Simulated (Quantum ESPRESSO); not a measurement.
**NiO under changes of volume**

One of the cells (8.013 Å³/atom); the others are scaled copies at fixed shape and fractional positions:

```
CELL_PARAMETERS angstrom
2.52120 0.00000 0.00000
0.00000 2.52120 0.00000
0.00000 0.00000 2.52120
ATOMIC_POSITIONS crystal
Ni 0.00000 0.00000 0.00000
O 0.50000 0.50000 0.50000
```

Measurements of this composition are mostly on another form, of space group No. 225.

```yaml
Program: Quantum ESPRESSO 7.5
Functional: PBE
Potentials_or_basis: SSSP 1.3 efficiency PBE
Cutoff: 748 eV
Density_cutoff: 5987 eV
k_mesh: 11 × 11 × 11
Occupations: fermi-dirac, width 0.05 eV
Spin: collinear spin, ferromagnetic start
Starting_moments: "[1.0, 0.0] μB"
```

```tsv
volume (Å³/atom)	energy over the lowest point (meV/atom)	pressure (GPa)	moment (μB per cell)
7.542	?	?	?
7.699	99.91	31.0	0.51
7.856	66.86	29.0	1.52
8.013	51.34	18.0	0.37
8.170	17.72	19.4	1.86
8.327	0.00	14.7	1.93
```

Task: What does the run at 7.542 Å³/atom give?

Result: Energy over the lowest point 134.36 meV/atom; pressure 38.7 GPa; moment 0.62 μB per cell.

The energies don't lie on one smooth curve, so no fit is given. The run at 8.013 Å³/atom lies farthest off, from a change of basis, grid or state.

Energies are extrapolated to zero smearing.

Caveats: a cell with one magnetic atom can't hold antiferromagnetic order, which such compounds often take (some runs).
